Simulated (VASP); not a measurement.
Here is a VASP 6.6.1 calculation.

Contents of INCAR:

```
PREC = Accurate ; ENCUT = 450
EDIFF = 1E-5 ; ISMEAR = 0
SIGMA = 0.03 ; LREAL = Auto
LASPH = T ; NELM = 120
ALGO = Normal ; ISIF = 2
LWAVE = F ; LCHARG = F
ISPIN = 2 ; MAGMOM = 0 0 0 0 0 0 0 0 0 0 0 0 0 0 0 0.75 0 0 0 0 0 0 0 0 0.75 0 0.75 0 0.75 0 0
LORBIT = 11 ; NUPDOWN = 3
GGA = PS ; ISYM = 0
KPAR = 4
```

The input KPOINTS:

```
regular mesh
0
Gamma
  4 4 2
```

The input POSCAR:

```
Al15N16                                 
1.0
    6.2200008610      0.0000000000      0.0000000000
   -3.1100004305      5.3866787572      0.0000000000
    0.0000000000      0.0000000000      9.9600000000
  Al              N             
    15    16
Direct
     0.3331146716476620    0.1651624226357649    0.4992036955342257
     0.3392718262944857    0.6680966857561510    0.0027638012545474
     0.3343727958764507    0.6656886869166295    0.4995576936245865
     0.8306034543684866    0.1591889001244067    0.0027511201565806
     0.8326442102778702    0.1639747378117715    0.4994732988780932
     0.8302961987175812    0.6680228571805436    0.0027242574036790
     0.8326346164869615    0.6657497186046452    0.4994474716670167
     0.1634501233778597    0.3340587411157794    0.2494008668442960
     0.1667264940771656    0.3326975984112043    0.7489037784559052
     0.1632837058309857    0.8259591364212903    0.2493081088320908
     0.1666362419976589    0.8313232850722756    0.7489479368515667
     0.6710167381429393    0.3337822702716947    0.2492944197004784
     0.6683310930179590    0.3326920231956035    0.7487466948451159
     0.6661770558076190    0.8313660973657954    0.2517891150681876
     0.6672438709734577    0.8322507838000927    0.7484818012526707
     0.3323936178018934    0.1645015141116410    0.2149706527596212
     0.3338275325894412    0.1655774558886288    0.6912868878879729
     0.3345264892425262    0.6655565737764942    0.1922414284398009
     0.3350940241169227    0.6662311248941170    0.6882531394354927
     0.8318823210867649    0.1629714514162173    0.1921762338775482
     0.8332937263808310    0.1641334170422231    0.6881108869736201
     0.8316867050114539    0.6652998415391820    0.1921512111888124
     0.8332221473889933    0.6662635383450548    0.6881692270442415
     0.1660188582320353    0.3322719286495208    0.4409073220963176
     0.1499584505070383    0.3487466300923104    0.9360178420016527
     0.1659845585567727    0.8309375941168652    0.4408855285188899
     0.1499252923928163    0.7982595701742295    0.9361057400744924
     0.6673336804129617    0.3321602255918453    0.4409713439594812
     0.7008625128749634    0.3487818105160730    0.9359115460579177
     0.6665200854081090    0.8317748753467532    0.4404132058756510
     0.6667399011013400    0.8319005038151936    0.9403157434394418
```

Potentials or basis: VASP PAW PBE potentials, release 64 (Al, N).

Run with:

```sh
$ cat potpaw_PBE.64/Al/POTCAR potpaw_PBE.64/N/POTCAR > POTCAR
$ mpirun -np 4 vasp_std > vasp.out
```

Task: Predict the largest force.

Result: 0.023 eV/Å.

Forces in eV/Å, atoms in the order of the input:
```
Al   0.006 -0.001 -0.022
Al   0.005  0.007  0.009
Al   0.002  0.016 -0.005
Al  -0.010  0.003  0.005
Al  -0.003 -0.009 -0.001
Al  -0.001  0.003  0.003
Al  -0.007  0.001  0.007
Al  -0.003  0.005 -0.009
Al  -0.011  0.004 -0.002
Al   0.008 -0.002 -0.006
Al   0.004 -0.011  0.000
Al   0.010  0.004  0.002
Al  -0.004 -0.001  0.005
Al  -0.005  0.005  0.004
Al  -0.014 -0.009  0.016
N    0.010  0.002  0.002
N    0.005 -0.003 -0.005
N    0.001  0.007 -0.009
N    0.005  0.000  0.000
N    0.000  0.005  0.002
N   -0.010 -0.004  0.009
N    0.005  0.011  0.001
N   -0.007 -0.007  0.002
N    0.003  0.000  0.009
N    0.007 -0.005 -0.003
N    0.014 -0.009  0.004
N   -0.005  0.002 -0.003
N    0.002  0.003 -0.009
N   -0.007 -0.004 -0.010
N   -0.003 -0.004 -0.002
N    0.004 -0.011  0.006
```

Caveat: the PAW data sets were made with another functional, which shifts forces and pressure a little; the total moment is fixed, so each spin has its own Fermi level.
